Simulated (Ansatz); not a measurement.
**MgB2: equation of state with revPBE**

Crystal: MgB2.

```
Mg B
1.0
     3.08500    0.00000    0.00000
    -1.54250    2.67169    0.00000
     0.00000    0.00000    3.52300
Mg B
1 2
Cartesian
  0.0000 0.0000 0.0000
  1.5425 0.8906 1.7615
  0.0000 1.7811 1.7615
```

```
Program             : Ansatz 0.2.0
Task                : equation of state
Functional          : revPBE
Potentials or basis : Ansatz PAW
Cutoff              : 420 eV
Density cutoff      : 1680 eV
k mesh              : 10 × 10 × 8
Occupations         : fermi-dirac, width 0.05 eV
Spin                : no spin polarisation
```

```
Equilibrium volume                        : 9.79 Å³/atom
Bulk modulus at fixed shape and positions : 147 GPa
Pressure derivative of the bulk modulus   : 3.6
```

Energy against volume, from the lowest point:
| volume (Å³/atom) | energy (meV/atom) |
| --- | --- |
| 9.098 | 25.09 |
| 9.292 | 12.53 |
| 9.485 | 4.41 |
| 9.679 | 0.35 |
| 9.873 | 0.00 |
| 10.066 | 3.03 |
| 10.260 | 9.14 |

All runs of the series together: 3.6 s on 2 threads of INTEL(R) XEON(R) PLATINUM 8581C CPU @ 2.30GHz (Emerald Rapids), with other jobs on the host.

Caveat: the potentials were made for another functional, which shifts forces and pressure; the cell was scaled at fixed shape and fractional positions, which overstates the stiffness of a crystal with free parameters, most of all of layers and chains.
